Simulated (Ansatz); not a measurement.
Rocksalt PbSe (r2SCAN geometry), in Ansatz:

```xyz
2
Lattice="0.0000 3.0887 3.0887 3.0887 0.0000 3.0887 3.0887 3.0887 0.0000" Properties=species:S:1:pos:R:3 pbc="T T T"
Pb    0.0000    0.0000    0.0000
Se    3.0887    3.0887    3.0887
```

G0W0@PBE with 221 empty bands, a screening cutoff of 140 eV and a 4×4×4 mesh (PAW, contour deformation) gives 0.561 eV over the mesh points, from a PBE gap of 0.375 eV; it sums over 236 bands with 229 plane waves in the screening and a wave cutoff of 420 eV. G0W0 here is at a finite number of bands, screening cutoff and k mesh, not at the basis limit. The values are computed, spin-unpolarised, and not measurements.

(1) Another run gave a Kohn-Sham gap of 0.375 eV and a G0W0 gap of 0.476 eV, summing over 110 bands with 113 plane waves in the screening and a wave cutoff of 420 eV. What was changed?

(2) Estimate the gap with frequency model Godby-Needs pole.

Results:

(1) Empty bands 95, screening cutoff 80 eV. The counts of bands and plane waves show it.

(2) 0.525 eV (-0.036 eV), from a Kohn-Sham gap of 0.375 eV.

Spin-orbit coupling is left out; in compounds of Pb, Bi, Tl or Hg it can lower a gap by up to about 1 eV, split its edges or invert the bands.
